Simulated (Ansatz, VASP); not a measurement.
# Ni3GeC: VASP beside Ansatz, part 2 of 3

Aim: how closely do two programs agree when they are given the same cell, functional and k mesh? The cell is taken from a series of runs on this material, whose earlier steps may have relaxed, scaled, displaced or heated it; both programs get it as it stands.

VASP 6.6.1 and Ansatz 0.2.0.

So far: Set-up; Ansatz: relaxation of cell and atoms, PBEsol, pair 1.

## 3. VASP: relaxation of cell and atoms, PBEsol, pair 1

Level of this step: PBEsol, no spin polarisation; plane waves and PAW (Ni, Ge_d, C) (VASP).

The same cell, functional, mesh and smearing now go to VASP, with its own data sets.

Lines of VASP's logs that name or quote its potential files are left out, and so is its time.

Input file INCAR:

```
SYSTEM = Ni3GeC
PREC = Accurate
ENCUT = 600
EDIFF = 1E-07
NELM = 120
ISMEAR = 1
SIGMA = 0.2
LREAL = .FALSE.
ALGO = Normal
GGA = PS
NBANDS = 59
LASPH = .TRUE.
LORBIT = 11
LWAVE = .FALSE.
LCHARG = .FALSE.
ISIF = 3
IBRION = 2
NSW = 80
EDIFFG = -0.005
GGA_COMPAT = .FALSE.
NELMIN = 4
KPAR = 2
```

Input file POSCAR:

```
Ni3GeC
1.0
   -3.7616450000      0.0000000000      0.0000000000
    0.0000000000     -3.7616450000     -3.7616450000
    0.0000000000     -3.7616450000      3.7616450000
Ni Ge C
6 2 2
Direct
    0.0000000000      0.0000000000      0.5000000000
    0.0000000000      0.5000000000      0.0000000000
    0.5000000000      0.1901857100      0.1901857100
    0.5000000000      0.8098142901      0.8098142901
    0.5000000000      0.3098142901      0.6901857099
    0.5000000000      0.6901857099      0.3098142901
    0.0000000000      0.5000000000      0.5000000000
    0.0000000000      0.0000000000      0.0000000000
    0.5000000000      0.0000000000      0.5000000000
    0.5000000000      0.5000000000      0.0000000000
```

Input file KPOINTS:

```
Automatic mesh
0
Gamma
10 8 8
0 0 0
```

PAW data sets: Ni, Ge_d and C (PBE family, release 64).

On the command line:

```bash
mpirun -np 2 vasp_std
```

Numbers of over 12 decimals in the logs are rounded to 6 here.

The log of the run:

```text
[banner, memory and clock lines left out]
running    2 mpi-ranks, on    1 nodes
 distrk:  each k-point on    1 cores,    2 groups
 distr:  one band on    1 cores,    1 groups

 POSCAR found type information on POSCAR NiGeC
 POSCAR found :  3 types and      10 ions
|                                                                             |
|               ----> ADVICE to this user running VASP <----                  |
|                                                                             |
|     You enforced a specific xc type in the INCAR file but a different       |
|     [... a line on the potential file left out ...]
|     I HOPE YOU KNOW WHAT YOU ARE DOING!                                     |
|                                                                             |

 LDA part: xc-table for (Slater+PW92), standard interpolation
 POSCAR, INCAR and KPOINTS ok, starting setup
 FFT: planning ... GRIDC
 FFT: planning ... GRID_SOFT
 FFT: planning ... GRID
 WAVECAR not read
 entering main loop
       N       E                     dE             d eps       ncg     rms          rms(c)
DAV:   1     0.103398035364E+04    0.10340E+04   -0.44135E+04 12100   0.390E+03
DAV:   2     0.139293485720E+03   -0.89469E+03   -0.84535E+03 10620   0.863E+02
DAV:   3    -0.571868191996E+02   -0.19648E+03   -0.18493E+03 10647   0.275E+02
DAV:   4    -0.773463376070E+02   -0.20160E+02   -0.19448E+02 12612   0.914E+01
DAV:   5    -0.780549911442E+02   -0.70865E+00   -0.70338E+00 11767   0.183E+01    0.360E+01
DAV:   6    -0.778286916257E+02    0.22630E+00   -0.13932E+02 14325   0.120E+02    0.315E+01
DAV:   7    -0.658160924838E+02    0.12013E+02   -0.43373E+01 11886   0.829E+01    0.746E+00
DAV:   8    -0.666735210916E+02   -0.85743E+00   -0.77635E+00 14820   0.297E+01    0.977E+00
DAV:   9    -0.662185608875E+02    0.45496E+00   -0.13443E+00 13091   0.288E+01    0.432E+00
DAV:  10    -0.660651001977E+02    0.15346E+00   -0.28703E-01 15154   0.957E+00    0.775E-01
DAV:  11    -0.660681722890E+02   -0.30721E-02   -0.98040E-02 14093   0.239E+00    0.370E-01
DAV:  12    -0.660684499861E+02   -0.27770E-03   -0.13667E-02 12266   0.103E+00    0.152E-01
DAV:  13    -0.660683110827E+02    0.13890E-03   -0.12179E-03 12202   0.460E-01    0.749E-02
DAV:  14    -0.660682911457E+02    0.19937E-04   -0.19028E-04 13988   0.194E-01    0.353E-02
DAV:  15    -0.660682913587E+02   -0.21299E-06   -0.29646E-05 13256   0.481E-02    0.176E-02
DAV:  16    -0.660682869412E+02    0.44174E-05   -0.18819E-05 15317   0.451E-02    0.868E-03
DAV:  17    -0.660682872005E+02   -0.25926E-06   -0.28630E-06 12636   0.133E-02    0.337E-03
DAV:  18    -0.660682871202E+02    0.80265E-07   -0.50699E-07 10683   0.916E-03
   1 F= -.66068287E+02 E0= -.66073495E+02  d E =-.660683E+02
[... from here on, the cycles between the ionic steps are left out ...]
   2 F= -.66122889E+02 E0= -.66127867E+02  d E =-.546016E-01
   3 F= -.66124814E+02 E0= -.66129725E+02  d E =-.565271E-01
   4 F= -.66125993E+02 E0= -.66130989E+02  d E =-.117864E-02
   5 F= -.66129061E+02 E0= -.66134015E+02  d E =-.424664E-02
   6 F= -.66129061E+02 E0= -.66134014E+02  d E =-.424665E-02
   7 F= -.66129417E+02 E0= -.66134401E+02  d E =-.355876E-03
   8 F= -.66129993E+02 E0= -.66135053E+02  d E =-.932204E-03
   9 F= -.66129515E+02 E0= -.66134655E+02  d E =-.454439E-03
 curvature:  13.38 expect dE= 0.330E-02 dE for cont linesearch  0.272E-02
 ZBRENT: bracketing found
 ZBRENT: interpolating
 opt :   5.5025  next Energy=   -66.130101 (dE=-0.104E-02)
 bond charge predicted
       N       E                     dE             d eps       ncg     rms          rms(c)
DAV:   1    -0.661310412101E+02   -0.15258E-02   -0.12997E+00 10749   0.441E+00    0.341E-01
DAV:   2    -0.661314570393E+02   -0.41583E-03   -0.15995E-02 13584   0.155E+00    0.362E-01
DAV:   3    -0.661310733094E+02    0.38373E-03   -0.51448E-03 12580   0.168E+00    0.301E-01
DAV:   4    -0.661301534279E+02    0.91988E-03   -0.12679E-03 14987   0.690E-01    0.769E-02
DAV:   5    -0.661301077122E+02    0.45716E-04   -0.41972E-04 12810   0.200E-01    0.366E-02
DAV:   6    -0.661301006054E+02    0.71069E-05   -0.71576E-05 12304   0.103E-01    0.138E-02
DAV:   7    -0.661301004895E+02    0.11582E-06   -0.12202E-05 10667   0.346E-02    0.640E-03
DAV:   8    -0.661301003546E+02    0.13491E-06   -0.15246E-06 12257   0.137E-02    0.253E-03
DAV:   9    -0.661301002954E+02    0.59259E-07   -0.17729E-07  6539   0.760E-03
  10 F= -.66130100E+02 E0= -.66135194E+02  d E =-.103941E-02
 curvature:  -0.53 expect dE=-0.225E-05 dE for cont linesearch -0.492E-09
 trial: gam= 0.01933 g(F)=  0.615E-07 g(S)=  0.420E-05 ort =-0.624E-06 (trialstep = 0.186E+01)
 search vector abs. value=  0.439E-05
 reached required accuracy - stopping structural energy minimisation
```

OUTCAR, selected parts (step 3):

```text
ion  position               nearest neighbor table
   1  0.000  0.000  0.500-   9 1.88   9 1.88   7 2.66   8 2.66   7 2.66   8 2.66   3 2.70   3 2.70
                             6 2.70   5 2.70   6 2.70   5 2.70   4 2.70   4 2.70
   2  0.000  0.500  0.000-  10 1.88  10 1.88   7 2.66   7 2.66   8 2.66   8 2.66   3 2.70   3 2.70
                             6 2.70   5 2.70   6 2.70   5 2.70   4 2.70   4 2.70
   3  0.500  0.190  0.190-   9 1.93  10 1.93   8 2.36   8 2.36   1 2.70   1 2.70   2 2.70   2 2.70
                             5 2.73   6 2.73   6 2.73   5 2.73   4 2.86   7 3.00   7 3.00
   4  0.500  0.810  0.810-   9 1.93  10 1.93   8 2.36   8 2.36   1 2.70   1 2.70   2 2.70   2 2.70
                             5 2.73   6 2.73   5 2.73   6 2.73   3 2.86   7 3.00   7 3.00
   5  0.500  0.310  0.690-   9 1.93  10 1.93   7 2.36   7 2.36   1 2.70   1 2.70   2 2.70   2 2.70
                             3 2.73   4 2.73   4 2.73   3 2.73   6 2.86   8 3.00   8 3.00
   6  0.500  0.690  0.310-   9 1.93  10 1.93   7 2.36   7 2.36   1 2.70   1 2.70   2 2.70   2 2.70
                             3 2.73   4 2.73   4 2.73   3 2.73   5 2.86   8 3.00   8 3.00
   7  0.000  0.500  0.500-   5 2.36   6 2.36   5 2.36   6 2.36   2 2.66   1 2.66   1 2.66   2 2.66
                             3 3.00   3 3.00   4 3.00   4 3.00
   8  0.000  0.000  0.000-   4 2.36   4 2.36   3 2.36   3 2.36   1 2.66   2 2.66   1 2.66   2 2.66
                             5 3.00   6 3.00   5 3.00   6 3.00
   9  0.500  0.000  0.500-   1 1.88   1 1.88   3 1.93   5 1.93   6 1.93   4 1.93
  10  0.500  0.500  0.000-   2 1.88   2 1.88   3 1.93   5 1.93   6 1.93   4 1.93

  LATTYP: Found a simple tetragonal cell.
 ALAT       =     5.3197693758
 C/A-ratio  =     0.7071067812

 Subroutine GETGRP returns: Found 16 space group operations
 (whereof  8 operations were pure point group operations)

The static configuration has the point symmetry D_2h.
 The point group associated with its full space group is D_4h.

 Found     90 irreducible k-points:

   k-points           NKPTS =     90   k-points in BZ     NKDIM =     90   number of bands    NBANDS=     59

   dimension x,y,z NGX =    30 NGY =   42 NGZ =   42
   dimension x,y,z NGXF=    60 NGYF=   84 NGZF=   84

   ENCUT  =  600.0 eV  44.10 Ry    6.64 a.u.   7.51 10.62 10.62*2*pi/ulx,y,z

   NELECT =      96.0000    total number of electrons

 k-points in reciprocal lattice and weights: Automatic mesh
   0.00000000  0.00000000  0.00000000       0.002
   0.10000000  0.00000000  0.00000000       0.003
   0.20000000  0.00000000  0.00000000       0.003
   0.30000000  0.00000000  0.00000000       0.003
   0.40000000  0.00000000  0.00000000       0.003
   0.50000000  0.00000000  0.00000000       0.002
   0.00000000  0.12500000  0.00000000       0.006
   0.10000000  0.12500000  0.00000000       0.013
   0.20000000  0.12500000  0.00000000       0.013
[...]
0.40000000  0.50000000  0.50000000       0.003
   0.50000000  0.50000000  0.50000000       0.002

 average (electrostatic) potential at core
       1 -81.6443       2 -81.6443       3 -81.8435       4 -81.8435       5 -81.8435
       6 -81.8435       7 -69.5069       8 -69.5069       9 -45.9652      10 -45.9652

 E-fermi :   9.8521

 k-point     1 :       0.0000    0.0000    0.0000
  band No.  band energies     occupation
    ...
     44       8.6737      2.00000
     45       8.6737      2.00000
     46       8.7578      2.00000
     47       9.5739      2.06418
     48       9.5739      2.06418
     49      10.3886     -0.00099
     50      10.6181     -0.00000
     51      11.4899     -0.00000
     52      11.4899     -0.00000
     53      11.9168     -0.00000
    ...

 k-point     2 :       0.1000    0.0000    0.0000
  band No.  band energies     occupation
    ...
     44       8.6955      2.00000
     45       8.6955      2.00000
     46       8.7200      2.00000
     47       9.6021      2.07072
     48       9.6021      2.07072
     49      10.4749     -0.00010
     50      10.5460     -0.00001
     51      11.4335     -0.00000
     52      11.4335     -0.00000
     53      11.8085     -0.00000
    ...

 k-point     3 :       0.2000    0.0000    0.0000
  band No.  band energies     occupation
    ...
     44       8.6277      2.00000
     45       8.7375      2.00000
     46       8.7375      2.00000
     47       9.6628      2.03732
     48       9.6628      2.03732
     49      10.4656     -0.00013
     50      10.6858     -0.00000
     51      10.9567     -0.00000
     52      11.2385     -0.00000
     53      11.2385     -0.00000
    ...

  Total        0.0253654      0.0106494      0.0106494      0.0000000      0.0000000      0.0000000
  in kB        0.3853082      0.1617668      0.1617668      0.0000000      0.0000000      0.0000000
  external PRESSURE =       0.2362806 kB  Pullay stress =       0.0000000 kB

  energy-cutoff  :      600.00
  volume of cell :      105.47
      direct lattice vectors                 reciprocal lattice vectors
    -3.820264004  0.000000000  0.000000000    -0.261762014  0.000000000  0.000000000
     0.000000000 -3.715443127 -3.715443127     0.000000000 -0.134573450 -0.134573450
     0.000000000 -3.715443127  3.715443127     0.000000000 -0.134573450  0.134573450

 POSITION                                       TOTAL-FORCE (eV/Angst)
 -----------------------------------------------------------------------------------
      0.00000     -1.85772      1.85772         0.000000      0.000000     -0.000000
      0.00000     -1.85772     -1.85772         0.000000     -0.000000     -0.000000
     -1.91013     -1.44303      0.00000         0.000000     -0.000565     -0.000000
     -1.91013     -5.98785      0.00000         0.000000      0.000565     -0.000000
     -1.91013     -3.71544      1.44303         0.000000      0.000000      0.000565
     -1.91013     -3.71544     -1.44303         0.000000      0.000000     -0.000565
      0.00000     -3.71544      0.00000         0.000000      0.000000     -0.000000
      0.00000     -0.00000      0.00000         0.000000      0.000000     -0.000000
     -1.91013     -1.85772      1.85772         0.000000      0.000000     -0.000000
     -1.91013     -1.85772     -1.85772         0.000000     -0.000000     -0.000000
 -----------------------------------------------------------------------------------
    total drift:                               -0.000000      0.000000      0.000000

  FREE ENERGIE OF THE ION-ELECTRON SYSTEM (eV)
  ---------------------------------------------------
  free  energy   TOTEN  =       -66.1301002954 eV

  energy  without entropy=      -66.1453800758  energy(sigma->0) =      -66.13519356

 reached required accuracy - stopping structural energy minimisation

 total charge
# of ion       s       p       d       tot
------------------------------------------
    1        0.453   0.593   8.491   9.537
    2        0.453   0.593   8.491   9.537
    3        0.460   0.628   8.496   9.583
    4        0.460   0.628   8.496   9.583
    5        0.460   0.628   8.496   9.583
    6        0.460   0.628   8.496   9.583
    7        1.137   1.144  10.086  12.368
    8        1.137   1.144  10.086  12.368
    9        0.869   1.521   0.000   2.390
   10        0.869   1.521   0.000   2.390
--------------------------------------------------
tot          6.758   9.027  71.138  86.922

[... 3 further parts left out ...]
```

CONTCAR:

```
Ni3GeC
   1.00000000000000
    -3.8202640042165594    0.0000000000000000    0.0000000000000000
     0.0000000000000000   -3.7154431273480695   -3.7154431273480695
     0.0000000000000000   -3.7154431273480695    3.7154431273480695
  Ni              Ge              C
     6     2     2
Direct
     0.0000000000000000    0.0000000000000000    0.5000000000000000
     0.0000000000000000    0.5000000000000000    0.0000000000000000
     0.5000000000000000    0.1941940849436001    0.1941940849436001
     0.5000000000000000    0.8058059151564018    0.8058059151564018
     0.5000000000000000    0.3058059151564018    0.6941940848435982
     0.5000000000000000    0.6941940848435982    0.3058059151564018
     0.0000000000000000    0.5000000000000000    0.5000000000000000
     0.0000000000000000    0.0000000000000000    0.0000000000000000
     0.5000000000000000    0.0000000000000000    0.5000000000000000
     0.5000000000000000    0.5000000000000000    0.0000000000000000
```

This run has no spin polarisation, so a moment on Ni, if there is one, isn't seen.

## 4. Side by side

Known differences besides the potentials themselves: the data sets hold 144 valence electrons in Ansatz (on its PAW soft_1 files) and 96 in VASP; the cutoff is 420 eV in Ansatz and 600 eV in VASP; Ansatz makes its cores anew for this functional, VASP keeps those of its PBE data sets; Ansatz adds a Pulay correction to the stress that steers its cell, VASP none. Total energies have different zeros and are not compared.

The two programs side by side:

```
                                         quantity  Ansatz    VASP  difference
                                      volume (Å³)  105.42  105.47     -0.05 %
edge a after relaxation, in the typed setting (Å)   3.820   3.820     -0.02 %
edge b after relaxation, in the typed setting (Å)   5.253   5.254     -0.02 %
```

(Continued in part 3 of 3.)

[Lines on the potential files, build, host, timing and source positions are cut from VASP's logs without a mark.]

[Logs are printed without paths, hosts, clocks, repeated set-up lines and the standing remarks that a program may print on its own settings, such as how far it seeks lower states.]

[Hosts, paths, dates, database ids (printed as entryN), source tags and the programs' standing remarks are cut or masked in the printed files.]
